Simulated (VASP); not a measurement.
# H10CO5 in VASP: further runs

The runs below take H10CO5 through single point, molecular dynamics, with PBE+D3(BJ).

Everything below comes from runs of VASP 6.6.1. Logs are shortened: lines on timing, memory, paths and dates and some standing lists are left out, and cuts for length are marked.

### Step 1. Starting point

The cell holds a amorphous, 16 atoms: a = 5.657 Å, b = 5.657 Å, c = 5.657 Å, α = 90.00°, β = 90.00°, γ = 90.00°.

The cell was built by a generator and needn't be a form met in nature.

### Step 2. Single point, PBE+D3(BJ)

INCAR

```
SYSTEM = H10CO5
  PREC = Accurate
  ENCUT = 520
  EDIFF = 1E-6
  ISMEAR = -1
  SIGMA = 0.02
  LREAL = Auto
  LASPH = .True.
  NELM = 60
  ALGO = Normal
  ISIF = 2
  LWAVE = .False.
  LCHARG = .False.
  GGA = PE
  IVDW = 12
  NBANDS = 36
```

KPOINTS

```
regular mesh
0
Gamma
  1 1 1
  0 0 0
```

POSCAR

```
H10CO5
1.0
    5.6566530000      0.0000000000      0.0000000000
    0.0000000000      5.6566530000      0.0000000000
    0.0000000000      0.0000000000      5.6566530000
O H C
5 10 1
Direct
    0.3666655883      0.5222522930      0.2465592286
    0.0705010542      0.8832431475      0.2780973130
    0.7933136432      0.9292067235      0.6902668415
    0.3658347083      0.1583975542      0.5851163223
    0.8661835895      0.5201485755      0.9653058089
    0.2609847201      0.4601130739      0.1370068130
    0.3356048179      0.4060528373      0.3881977558
    0.0223100127      0.9074800947      0.1162348124
    0.2017977769      0.7737614452      0.2671898029
    0.8998077131      0.9078336606      0.5551692847
    0.7942152365      0.7645510517      0.7434608416
    0.5180095014      0.0611845910      0.6114393087
    0.2552923080      0.0670714643      0.4810088227
    0.5369429590      0.3964004863      0.8786291116
    0.7064778412      0.2457990617      1.1192484319
    0.6918755667      0.3936603500      0.9937501911
```

Potentials or basis: VASP PAW PBE potentials, release 64 (O, H, C).

Started as:

```sh
$ cat potpaw_PBE.64/O/POTCAR potpaw_PBE.64/H/POTCAR potpaw_PBE.64/C/POTCAR > POTCAR
$ mpirun -np 1 vasp_gam > vasp.out
```

OUTCAR:

```text
SYSTEM = H10CO5
   PREC = Accurate
   ENCUT = 520
   EDIFF = 1E-6
   ISMEAR = -1
   LREAL = Auto
   LASPH = .True.
   NELM = 60
   ISIF = 2
   GGA = PE
   IVDW = 12
 IVDW          = 12

 ion  position               nearest neighbor table
   1  0.367  0.522  0.247-   6 0.93   7 1.05
   2  0.071  0.883  0.278-   8 0.97   9 0.97
   3  0.793  0.929  0.690-  11 0.98  10 0.98
   4  0.366  0.158  0.585-  13 1.00  12 1.03
   5  0.866  0.520  0.965-  16 1.23
   6  0.261  0.460  0.137-   1 0.93
   7  0.336  0.406  0.388-   1 1.05
   8  0.022  0.907  0.116-   2 0.97
   9  0.202  0.774  0.267-   2 0.97
  10  0.900  0.908  0.555-   3 0.98
  11  0.794  0.765  0.743-   3 0.98
  12  0.518  0.061  0.611-   4 1.03
  13  0.255  0.067  0.481-   4 1.00
  14  0.537  0.396  0.879-  16 1.09
  15  0.706  0.246  0.119-  16 1.10
  16  0.692  0.394  0.994-  14 1.09  15 1.10   5 1.23

  LATTYP: Found a simple cubic cell.
 ALAT       =     5.6566530000

  Lattice vectors:

 A1 = (   5.6566530000,   0.0000000000,   0.0000000000)
 A2 = (   0.0000000000,   5.6566530000,   0.0000000000)
 A3 = (   0.0000000000,   0.0000000000,   5.6566530000)

Analysis of symmetry for initial positions (statically):
=====================================================================
 Subroutine PRICEL returns:
 Original cell was already a primitive cell.

 Routine SETGRP: Setting up the symmetry group for a
 simple cubic supercell.

 Subroutine GETGRP returns: Found  1 space group operations
 (whereof  1 operations were pure point group operations)
 out of a pool of 48 trial point group operations.

The static configuration has the point symmetry C_1 .

Analysis of symmetry for dynamics (positions and initial velocities):
=====================================================================
 Subroutine PRICEL returns:
 Original cell was already a primitive cell.

 Routine SETGRP: Setting up the symmetry group for a
 simple cubic supercell.

 Subroutine GETGRP returns: Found  1 space group operations
 (whereof  1 operations were pure point group operations)
 out of a pool of 48 trial point group operations.

The dynamic configuration has the point symmetry C_1 .

 Subroutine INISYM returns: Found  1 space group operations
 (whereof  1 operations are pure point group operations),
 and found     1 'primitive' translations

----------------------------------------------------------------------------------------

                                     Primitive cell

  volume of cell :     181.0000

  direct lattice vectors                    reciprocal lattice vectors
     5.656653000  0.000000000  0.000000000     0.176782985  0.000000000  0.000000000
     0.000000000  5.656653000  0.000000000     0.000000000  0.176782985  0.000000000
     0.000000000  0.000000000  5.656653000     0.000000000  0.000000000  0.176782985

  length of vectors
     5.656653000  5.656653000  5.656653000     0.176782985  0.176782985  0.176782985

  position of ions in fractional coordinates (direct lattice)
     0.366665588  0.522252293  0.246559229
     0.070501054  0.883243147  0.278097313
     0.793313643  0.929206724  0.690266841
     0.365834708  0.158397554  0.585116322
     0.866183589  0.520148576  0.965305809
     0.260984720  0.460113074  0.137006813
[... 8 lines left out ...]
     0.706477841  0.245799062  0.119248432
     0.691875567  0.393660350  0.993750191

  ion indices of the primitive-cell ions
   primitive index   ion index
                 1           1
                 2           2
                 3           3
                 4           4
                 5           5
                 6           6
[... 8 lines left out ...]
                15          15
                16          16

----------------------------------------------------------------------------------------

 KPOINTS: regular mesh

Automatic generation of k-mesh.
 Grid dimensions read from file:
 generate k-points for:    1    1    1

 Generating k-lattice:

  Cartesian coordinates                     Fractional coordinates (reciprocal lattice)
     0.176782985  0.000000000  0.000000000     1.000000000  0.000000000  0.000000000
     0.000000000  0.176782985  0.000000000     0.000000000  1.000000000  0.000000000
     0.000000000  0.000000000  0.176782985     0.000000000  0.000000000  1.000000000

  Length of vectors
     0.176782985  0.176782985  0.176782985

  Shift w.r.t. Gamma in fractional coordinates (k-lattice)
     0.000000000  0.000000000  0.000000000

 Subroutine IBZKPT returns following result:
 ===========================================

 Found      1 irreducible k-points:

 Following reciprocal coordinates:
            Coordinates               Weight
  0.000000  0.000000  0.000000      1.000000
   k-points           NKPTS =      1   k-points in BZ     NKDIM =      1   number of bands    NBANDS=     36
   number of dos      NEDOS =    301   number of ions     NIONS =     16
   total plane-waves  NPLWV =  74088
   dimension x,y,z NGX =    42 NGY =   42 NGZ =   42
   dimension x,y,z NGXF=    84 NGYF=   84 NGZF=   84
   ions per type =               5  10   1
   NGX,Y,Z   is equivalent  to a cutoff of  12.34, 12.34, 12.34 a.u.
   NGXF,Y,Z  is equivalent  to a cutoff of  24.69, 24.69, 24.69 a.u.
 SYSTEM =  H10CO5
   PREC   = accura    normal or accurate (medium, high low for compatibility)
   ISTART =      0    job   : 0-new  1-cont  2-samecut
   ICHARG =      2    charge: 1-file 2-atom 10-const
   ISPIN  =      1    spin polarized calculation?
   LNONCOLLINEAR =      F non collinear calculations
   LSORBIT =      F    spin-orbit coupling
   LASPH  =      T    aspherical Exc in radial PAW
   ENCUT  =  520.0 eV  38.22 Ry    6.18 a.u.  10.52 10.52 10.52*2*pi/ulx,y,z
   NELM   =     60;   NELMIN=  2; NELMDL= -5     # of ELM steps
   EDIFF  = 0.1E-05   stopping-criterion for ELM
   LREAL  =      T    real-space projection
   EDIFFG = 0.1E-04   stopping-criterion for IOM
   NSW    =      0    number of steps for IOM
   IBRION =     -1    ionic relax: 0-MD 1-quasi-New 2-CG
   NFREE  =      0    steps in history (QN), initial steepest desc. (CG)
   ISIF   =      2    stress and relaxation
   ISYM   =      2    0-nonsym 1-usesym 2-fastsym
   POTIM  = 0.5000    time-step for ionic-motion
   TEBEG  =    0.0;   TEEND  =   0.0 temperature during run
   PSTRESS=    0.0 pullay stress
   NELECT =      44.0000    total number of electrons
   NUPDOWN=      -1.0000    fix difference up-down
   EMIN   =  10.00;   EMAX   =-10.00  energy-range for DOS
   EFERMI =   0.00;   METHOD = LEGACY
   ISMEAR =    -1;   SIGMA  =   0.02  broadening in eV -4-tet -1-fermi 0-gaus
   EFERMI_NEDOS =   21; number of points for ismear=-14 and -15
   IALGO  =     38    algorithm
   IMIX   =      4    mixing-type and parameters
     AMIX     =   0.40;   BMIX     =  1.00
     AMIX_MAG =   1.60;   BMIX_MAG =  1.00
  volume/ion in A,a.u.               =      11.31        76.34
  Fermi-wavevector in a.u.,A,eV,Ry     =   1.021722  1.930775 14.203344  1.043916
  Thomas-Fermi vector in A             =   2.155362
   LORBIT       =      0    0 simple, 1 ext, 2 COOP (PROOUT), +10 PAW based schemes
   GGA     = PE    functional components
   LHFCALC =     F    Hartree Fock is set to
   AEXX    =    0.0000 exact exchange contribution
   IVDW    =    12    specifies the selected vdW correction
   LEPSILON=     F    determine dielectric tensor
   LRPA    =     F    only Hartree local field effects (RPA)
 non-spin polarized calculation
  energy-cutoff  :      520.00
  volume of cell :      181.00
 maximum number of plane-waves:      2473
 NGX is ok and might be reduce to    42
   NGX = 21   NGY = 21   NGZ = 21

 number of electron      43.9999989 magnetization

 Free energy of the ion-electron system (eV)
  ---------------------------------------------------
  ext. energy  EPLUGINS =         0.00000000
  ---------------------------------------------------
  free energy    TOTEN  =       -80.57522102 eV

  energy without entropy =      -80.57522102  energy(sigma->0) =      -80.57522102

 E-fermi :  -2.6854     XC(G=0):  -6.5157

 val. band max:       -3.2577206820   @ k =   0.0000   0.0000   0.0000
 cond. band min:       0.8697798406   @ k =   0.0000   0.0000   0.0000
 fundamental gap:      4.1275005225
 Fermi energy:        -2.6854422962

 k-point     1 :       0.0000    0.0000    0.0000
  band No.  band energies     occupation
      1     -23.4741      2.00000
      2     -22.8741      2.00000
      3     -22.3770      2.00000
      4     -22.0341      2.00000
      5     -21.3176      2.00000
      6     -12.6140      2.00000
[... 26 lines left out ...]
     33       8.1628      0.00000
     34       8.1958      0.00000
 [bands above 34 left out]

------------------------ aborting loop because EDIFF is reached ----------------------------------------

 Edisp (eV)   -0.53296

 E8    (eV) :    -0.1118

  FORCE on cell =-STRESS in cart. coord.  units (eV):
  Direction    XX          YY          ZZ          XY          YZ          ZX
  --------------------------------------------------------------------------------------
  -------------------------------------------------------------------------------------
  Total      -0.32888     0.55736     0.56268     0.82489     1.08990     0.02169
  in kB      -2.91116     4.93360     4.98070     7.30175     9.64760     0.19203
  external pressure =        2.33 kB  Pullay stress =        0.00 kB

 VOLUME and BASIS-vectors are now :
 -----------------------------------------------------------------------------
  energy-cutoff  :      520.00
  volume of cell :      181.00
      direct lattice vectors                 reciprocal lattice vectors
     5.656653000  0.000000000  0.000000000     0.176782985  0.000000000  0.000000000
     0.000000000  5.656653000  0.000000000     0.000000000  0.176782985  0.000000000
     0.000000000  0.000000000  5.656653000     0.000000000  0.000000000  0.176782985

 POSITION                                       TOTAL-FORCE (eV/Angst)
 -----------------------------------------------------------------------------------
      2.07410      2.95420      1.39470         1.007305     -0.286968      3.192752
      0.39880      4.99620      1.57310        -0.442688      1.147515      0.549577
      4.48750      5.25620      3.90460        -0.045478     -0.255885     -0.177883
      2.06940      0.89600      3.30980         0.375645     -0.573248     -0.325397
      4.89970      2.94230      5.46040        -0.146551      0.414499     -0.326125
      1.47630      2.60270      0.77500        -1.824948     -0.839688     -2.067597
[... 8 lines left out ...]
      3.99630      1.39040      0.67455        -0.235426     -0.241699      0.256524
      3.91370      2.22680      5.62130         0.912001     -0.737195      0.058263
 -----------------------------------------------------------------------------------
    total drift:                                0.003225     -0.015795      0.003539

  FREE ENERGIE OF THE ION-ELECTRON SYSTEM (eV)
  ---------------------------------------------------
  free  energy   TOTEN  =       -81.1081838438 eV

  energy  without entropy=      -81.1081838438  energy(sigma->0) =      -81.10818384
```

It took 25 s on 1 thread of AMD EPYC 7R43 (Zen 3), shared host; peak memory 0.21 GiB.

Results:

| Quantity | Value |
| --- | --- |
| Free energy | -81.1082 eV |
| Pressure | 0.2 GPa |
| Largest force | 3.360 eV/Å |
| Band gap on the k mesh | 4.13 eV, direct |
| Dispersion energy per atom | -0.033 eV |

Forces in eV/Å, atoms in the order of the input:
```
O    1.007 -0.287  3.193
O   -0.443  1.148  0.550
O   -0.045 -0.256 -0.178
O    0.376 -0.573 -0.325
O   -0.147  0.414 -0.326
H   -1.825 -0.840 -2.068
H    1.020  0.902 -0.897
H   -0.334  0.147 -0.376
H    0.725 -1.054  0.057
H    0.038  0.552 -0.588
H   -0.261 -0.230  0.803
H   -1.103  0.601 -0.383
H    0.672  0.160  0.471
H   -0.356  0.294 -0.248
H   -0.235 -0.242  0.257
C    0.912 -0.737  0.058
```

Stress tensor (GPa, compression positive):
```
-0.29  0.73  0.02
 0.73  0.49  0.96
 0.02  0.96  0.50
```

Caveat: the standard files for N, O and F lose accuracy on very short bonds.

### Step 3. Single point, PBE+D3(BJ)

INCAR

```
  PREC = Accurate
  ENCUT = 520
  EDIFF = 1E-7
  ISMEAR = -1
  SIGMA = 0.02
  LREAL = Auto
  LASPH = True
  NELM = 100
  ALGO = Normal
  ISIF = 2
  LWAVE = False
  LCHARG = False
  GGA = PE
  IVDW = 12
  NBANDS = 36
```

KPOINTS

```
regular mesh
0
Gamma
  1 1 1
```

POSCAR

```
H10CO5
1.0
    5.6566530000      0.0000000000      0.0000000000
    0.0000000000      5.6566530000      0.0000000000
    0.0000000000      0.0000000000      5.6566530000
O H C
5 10 1
Direct
    0.3512501120      0.5210678470      0.2490518687
    0.0767591719      0.9016639345      0.3106960954
    0.7653996100      0.8978807786      0.6896127445
    0.4133186179      0.1817152298      0.5807144260
    0.8710097650      0.5371550986      0.9589062649
    0.2303835855      0.4562415266      0.1407899689
    0.3677439645      0.4004488166      0.3852454800
   -0.0176782985      0.8855943612      0.1666886761
    0.2089221312      0.7815929314      0.3080620289
    0.8857181093      0.8983050578      0.5714156410
    0.7627301869      0.7399605385      0.7547042394
    0.5550808932      0.0785446800      0.5916219362
    0.2921869169      0.0785977149      0.5064655725
    0.5422464486      0.3974081493      0.9191654500
    0.7662835249      0.2259816892      1.0999260517
    0.7284696445      0.3810910798      0.9848756853
```

Potentials or basis: VASP PAW PBE potentials, release 64 (O, H, C).

Started as:

```sh
$ cat potpaw_PBE.64/O/POTCAR potpaw_PBE.64/H/POTCAR potpaw_PBE.64/C/POTCAR > POTCAR
$ mpirun -np 1 vasp_gam > vasp.out
```

It took 27 s on 1 thread of AMD EPYC 7R43 (Zen 3), shared host; peak memory 0.2 GiB.

It converged, with:

```yaml
Free_energy: -81.2402 eV
Pressure: 0.7 GPa
Largest_force: 2.550 eV/Å
Band_gap_on_the_k_mesh: 3.94 eV, direct
Dispersion_energy_per_atom: -0.033 eV
```

Forces in eV/Å, atoms in the order of the input:
```
O   -0.280 -0.636  0.555
O    0.264  0.296  0.360
O   -1.034  1.096  0.462
O   -0.835 -0.058 -0.612
O    1.575  0.843 -0.358
H    0.278  0.203  0.428
H    0.117  0.479 -0.717
H    0.430 -0.222  0.157
H   -0.715 -0.203 -0.505
H    1.166 -0.096 -1.241
H    0.176 -0.519  0.516
H    0.063 -0.183  0.331
H    0.234  0.429  0.214
H    0.627 -0.253 -0.248
H    0.091 -0.124 -0.199
C   -2.159 -1.051  0.859
```

Stress tensor (GPa, compression positive):
```
 0.47  0.90 -2.15
 0.90  1.53 -0.47
-2.15 -0.47 -0.01
```

Levels at points of the mesh, in eV from the valence-band top:
```csv
k point,band 19,band 20,band 21,band 22,band 23,band 24,band 25,band 26
"(0.00, 0.00, 0.00)",-0.98,-0.70,-0.63,0.00,3.94,4.78,7.83,8.47
```

Caveat: the standard files for N, O and F lose accuracy on very short bonds.

### Step 4. Molecular dynamics, PBE+D3(BJ)

INCAR

```
SYSTEM = H10CO5
PREC = Accurate ; ENCUT = 520
EDIFF = 1E-5 ; ISMEAR = -1
SIGMA = 0.02 ; LREAL = Auto
LASPH = .TRUE. ; NELM = 60
ALGO = Normal ; ISIF = 2
LWAVE = .FALSE. ; LCHARG = .FALSE.
GGA = PE ; IVDW = 12
IBRION = 0 ; NSW = 40
POTIM = 0.5 ; TEBEG = 250.0
TEEND = 250.0 ; ISYM = 0
NELMIN = 4 ; RANDOM_SEED = 623287 0 0
MDALGO = 3 ; LANGEVIN_GAMMA = 20 20 20
```

KPOINTS

```
Automatic mesh
0
G
  1 1 1
  0 0 0
```

POSCAR

```
H10CO5
1.0
    5.6566530000      0.0000000000      0.0000000000
    0.0000000000      5.6566530000      0.0000000000
    0.0000000000      0.0000000000      5.6566530000
O H C
5 10 1
Direct
    0.3068429500      0.5198488500      0.2709149400
    0.1102948000      0.9645225300      0.1855891600
    0.7555943400      0.9154204600      0.7173643100
    0.3194352900      0.1366409900      0.5916513000
    0.8805363600      0.4976369700      0.9780976700
    0.1767056600      0.4472387900      0.1821026700
    0.3223153900      0.4192962500      0.4128204100
    0.1701893700      1.0018204900      0.0286370900
    0.1641513700      0.8005318700      0.2150732600
    0.9026247700      0.9669604400      0.6436749500
    0.8025713900      0.7778534100      0.8132751400
    0.4681834500      0.0527036800      0.6250119800
    0.2628556500      0.0671666400      0.4410319700
    0.5404140200      0.4038273500      0.9126372900
    0.7280397000      0.1963800300      1.1011201100
    0.7116901800      0.3620365700      0.9978557400
```

Started as:

```sh
$ cat potpaw_PBE.64/O/POTCAR potpaw_PBE.64/H/POTCAR potpaw_PBE.64/C/POTCAR > POTCAR
$ mpirun -np 1 vasp_gam > vasp.out
```

Wall time 4.9 min (1 thread of AMD EPYC 7R43 (Zen 3), shared host); peak memory 0.24 GiB.

It converged, with:

```
Dispersion energy per atom : -0.034 eV
```

The path:
| step | potential energy change (eV) | largest force (eV/Å) | pressure (GPa) | volume (Å³) | temperature (K) |
| --- | --- | --- | --- | --- | --- |
| 1 | 0.0000 | 0.1343 | -0.77 | 181.00 | 274 |
| 2 | 0.0156 | 0.7247 | -0.32 | 181.00 | 282 |
| 3 | 0.0561 | 1.3983 | 0.11 | 181.00 | 266 |
| 4 | 0.1032 | 1.8937 | 0.33 | 181.00 | 247 |
| 5 | 0.1492 | 2.1986 | 0.48 | 181.00 | 223 |
| 6 | 0.1816 | 2.2834 | 0.51 | 181.00 | 202 |
| 7 | 0.1966 | 2.1780 | 0.41 | 181.00 | 195 |
| 8 | 0.1970 | 1.8441 | 0.14 | 181.00 | 190 |
| 9 | 0.1901 | 1.3300 | -0.26 | 181.00 | 187 |
| 10 | 0.1824 | 1.3274 | -0.69 | 181.00 | 190 |
| 11 | 0.1822 | 1.3217 | -1.09 | 181.00 | 197 |
| 12 | 0.1895 | 1.5733 | -1.45 | 181.00 | 189 |
| 13 | 0.2043 | 1.7490 | -1.70 | 181.00 | 177 |
| 14 | 0.2268 | 1.8833 | -1.93 | 181.00 | 176 |
| 15 | 0.2506 | 2.1234 | -2.11 | 181.00 | 163 |
| 16 | 0.2627 | 2.2306 | -2.19 | 181.00 | 149 |
| 17 | 0.2622 | 2.0931 | -2.26 | 181.00 | 153 |
| 18 | 0.2375 | 1.7647 | -2.22 | 181.00 | 174 |
| 19 | 0.2140 | 1.5782 | -2.10 | 181.00 | 194 |
| 20 | 0.1961 | 1.3285 | -1.87 | 181.00 | 212 |
| 21 | 0.1921 | 1.4812 | -1.59 | 181.00 | 214 |
| 22 | 0.1991 | 1.8425 | -1.27 | 181.00 | 216 |
| 23 | 0.2056 | 2.3104 | -0.96 | 181.00 | 212 |
| 24 | 0.2103 | 2.5241 | -0.68 | 181.00 | 201 |
| 25 | 0.2143 | 2.4882 | -0.48 | 181.00 | 197 |
| 26 | 0.2150 | 2.2150 | -0.42 | 181.00 | 205 |
| 27 | 0.2201 | 2.6139 | -0.40 | 181.00 | 211 |
| 28 | 0.2331 | 2.9295 | -0.47 | 181.00 | 197 |
| 29 | 0.2538 | 3.1144 | -0.56 | 181.00 | 182 |
| 30 | 0.2720 | 3.0841 | -0.70 | 181.00 | 178 |
| 31 | 0.2832 | 2.8353 | -0.96 | 181.00 | 178 |
| 32 | 0.2844 | 2.4477 | -1.19 | 181.00 | 173 |
| 33 | 0.2729 | 2.2873 | -1.34 | 181.00 | 166 |
| 34 | 0.2510 | 2.1190 | -1.46 | 181.00 | 174 |
| 35 | 0.2230 | 1.6523 | -1.47 | 181.00 | 190 |
| 36 | 0.2055 | 1.3453 | -1.50 | 181.00 | 197 |
| 37 | 0.2015 | 1.2867 | -1.48 | 181.00 | 199 |
| 38 | 0.2129 | 1.3746 | -1.42 | 181.00 | 199 |
| 39 | 0.2307 | 1.5712 | -1.33 | 181.00 | 192 |
| 40 | 0.2497 | 2.1333 | -1.17 | 181.00 | 176 |

Caveat: the standard files for N, O and F lose accuracy on very short bonds.
